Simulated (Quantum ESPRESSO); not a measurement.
The system is Ti.

```
Ti
1.0
    -1.64100    1.64100    1.64100
     1.64100   -1.64100    1.64100
     1.64100    1.64100   -1.64100
Ti
1
Direct
  0.00000 0.00000 0.00000
```

This isn't the form of Ti at room conditions, which is hcp.

```yaml
Program: Quantum ESPRESSO 7.5
Task: Wannier functions
Functional: PBEsol
Potentials_or_basis: PseudoDojo 0.4.1 SR PBEsol standard
Cutoff: 1143 eV
Density_cutoff: 4572 eV
k_mesh: 9 × 9 × 9
Occupations: fermi-dirac, width 0.05 eV
Spin: no spin polarisation
Mixing_beta: 0.5
Most_SCF_iterations: 120
SCF_threshold: 2e-10 Ry
k_mesh_for_the_Wannier_functions: 7 × 7 × 7
Projections: Ti spd
```

Start: atomic projections with disentanglement, frozen window up to 1.0 eV over the reference level; the lowest 4 bands are left out. The reference level is the Fermi level, or the middle of the gap.

Question: With atomic projections with disentanglement, how many functions result, how localised are they, and how well do they interpolate the bands?

Answer: 9 functions with spreads from 0.74 to 1.11 Å², 8.9 Å² in all; they miss the direct bands by 18 meV (root mean square).

Wannier functions:
```csv
function,nearest atom,distance (Å),spread (Å²),on-site energy from the reference level (eV)
1,1 Ti,0.79,1.10,7.87
2,1 Ti,0.83,1.11,8.12
3,1 Ti,0.84,1.11,8.22
4,1 Ti,0.82,1.11,8.10
5,1 Ti,0.80,1.11,7.96
6,1 Ti,0.00,0.74,2.36
7,1 Ti,0.00,0.74,2.36
8,1 Ti,0.81,1.11,7.99
9,1 Ti,0.00,0.74,2.36
```

Parts of the spread (Å²): invariant 7.46, diagonal 0.001, off-diagonal 1.39, total 8.85. Against the direct bands the interpolation misses by 18 meV (root mean square) and 71 meV at most, for states up to 1 eV over the reference level.
